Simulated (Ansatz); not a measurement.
# AlP: the cost of one run

Program: Ansatz 0.2.0. Level of theory: DFT PBE, scalar-relativistic, plane waves, PAW. These are calculated values, not measurements.

The COD entry's cell or inner coordinates are ideal or old and differ from later refinements, so a difference from it is no clean test against experiment.

2 further runs of the same task are left out: 2 set aside as unsound or not needed.

### Step 1. The starting structure

The structure is cubic, space group F-43m (No. 216). The conventional cell has a = 5.508 Å, b = 5.508 Å, c = 5.508 Å, α = 90.00°, β = 90.00°, γ = 90.00°. Around Al (site symmetry -43m) lie 4 P at 2.38 Å. Around P (site symmetry -43m) lie 4 Al at 2.38 Å.

As a file:

```
CELL_PARAMETERS angstrom
0.00000 2.75389 2.75389
2.75389 0.00000 2.75389
2.75389 2.75389 0.00000
ATOMIC_POSITIONS crystal
Al 0.00000 0.00000 0.00000
P 0.75000 0.75000 0.75000
```

It is the result of an earlier relaxation at this level (volume 20.89 Å³/atom; gap on the mesh: 1.63 eV).

### Step 2. Relaxing at 6 GPa

At a set pressure the run lowers the enthalpy E + PV, so the energy alone may rise along the way.

input.yaml

```yaml
crystal:
  lattice:
    - [0.0, 2.7538855106, 2.7538855106]
    - [2.7538855106, 0.0, 2.7538855106]
    - [2.7538855106, 2.7538855106, 0.0]
  atoms:
    - { symbol: Al, position: [0.0, 0.0, 0.0] }
    - { symbol: P, position: [0.75, 0.75, 0.75] }
basis:
  ecutwfc: 420
kpoints:
  mp_grid: { grid: [8, 8, 8] }
hamiltonian:
  xc: pbe
scf:
  occupations: { method: fixed }
output:
  forces: true
  stress: true
  eigenvalues: true
relax:
  adjacent_minimum: "off"
  f_tol: 0.001
  max_steps: 60
  cell: { stress_tol: 0.02, p_target: 6.0 }
```

Started as:

```sh
$ ansatz run input.yaml --threads 1 --pin off --max-ram 1228MiB --backend cpu --events-out ev --progress --plain --runs-dir out
```

Q: Estimate wall time and peak memory on 1 thread of Arm Neoverse N1, shared host.

About 13 s, with a peak of 0.41 GiB.
